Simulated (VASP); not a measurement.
Runs of VASP 6.6.1 on GaN. The structure is hexagonal, space group P6_3mc (No. 186). The conventional cell has a = 3.180 Å, b = 3.180 Å, c = 5.166 Å, α = 90.00°, β = 90.00°, γ = 120.00°. Around Ga (site symmetry 3m) lie 4 N at 1.94 to 1.95 Å. N (site symmetry 3m) is surrounded by 4 Ga at 1.94 to 1.95 Å. 

```tsv
task	level	cell	cutoff (eV)	smearing	gap on the mesh (eV)	pressure (GPa)	relaxed volume (Å³/atom)	largest force (eV/Å)
band structure	AM05	as given	520	fermi-dirac 0.05 eV	2.02	-	-	-
single point	PBE	as given	520	gaussian 0.011 eV	1.97	7.4	-	0.13
single point	PBE	as given	520	fermi-dirac 0.05 eV	1.97	7.4	-	0.13
single point	PBE	atoms moved at random, drawn with an rms of 0.05 Å	520	fermi-dirac 0.05 eV	1.86	7.8	-	1.52
relaxation of cell and atoms	AM05	relaxed	600	fermi-dirac 0.05 eV	(b)	0.0	11.33	0.01
relaxation of cell and atoms	PW91	relaxed	600	fermi-dirac 0.05 eV	1.73	0.0	(a)	0.01
```

Alike in all rows: potentials or basis VASP PAW PBE potentials, release 64 (Ga_d, N); no spin polarisation; k mesh 10 × 10 × 5.

Question: Estimate the missing entries.

Answer: (a) 11.75; (b) 2.01.

Caveats: the PAW data sets were made with another functional, which shifts forces and pressure a little (some runs).

A k mesh can miss the band edges, and the runs leave out spin-orbit coupling on Ga.
